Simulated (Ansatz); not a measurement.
Cu3Au (Auricupride): band structure with HSE03

Crystal: Cu3Au (Auricupride).

```
CELL_PARAMETERS angstrom
3.74000 0.00000 0.00000
0.00000 3.74000 0.00000
0.00000 0.00000 3.74000
ATOMIC_POSITIONS crystal
Au 0.00000 0.00000 0.00000
Cu 0.50000 0.50000 0.00000
Cu 0.50000 0.00000 0.50000
Cu 0.00000 0.50000 0.50000
```

* Program: Ansatz 0.2.0
* Task: band structure
* Functional: HSE03
* Potentials or basis: Ansatz PAW
* Cutoff: 420 eV (not typed: the program's choice for these potentials)
* k mesh: 4 × 4 × 4
* Occupations: fermi-dirac, width 0.05 eV
* Spin: no spin polarisation
* Path: [["G", "X", "M", "G", "R", "X"], ["M", "R"]]
* Points for each segment of the path: 4

```yaml
Pressure: 3.3 GPa
Band_gap_on_the_k_mesh: none (metal or under the smearing width)
```

Levels at the corners of the path, in eV from the Fermi level:
```tsv
point	band 35	band 36	band 37	band 38	band 39	band 40	band 41	band 42
Γ	-2.24	-2.24	-2.24	1.60	1.60	1.60	6.81	8.54
X	-3.15	-3.11	-2.61	-2.25	6.44	6.44	7.35	7.35
M	-3.31	-3.30	-0.99	-0.99	-0.80	0.31	9.48	10.49
Γ	-2.24	-2.24	-2.24	1.60	1.60	1.60	6.81	8.54
R	-2.58	-2.58	-1.07	-1.07	-1.07	-0.98	2.85	4.87
X	-3.15	-3.11	-2.61	-2.25	6.44	6.44	7.35	7.35
M	-3.31	-3.30	-0.99	-0.99	-0.80	0.31	9.48	10.49
R	-2.58	-2.58	-1.07	-1.07	-1.07	-0.98	2.85	4.87
```

It took 68 s on 2 threads of Intel(R) Xeon(R) 6975P-C (Granite Rapids), on a shared host, peak memory 0.98 GiB.

Caveat: the k mesh is coarse (spacing up to 0.42 Å⁻¹), so the values aren't converged, least of all with exact exchange; the pressure holds a Pulay correction of +0.3 GPa for the finite cutoff; spin-orbit coupling is left out, which moves the levels of the heavy elements; the PAW data sets come from PBE, with cores solved anew for the run's functional, which leaves a small shift of forces and pressure; the thresholds are loose for stress.
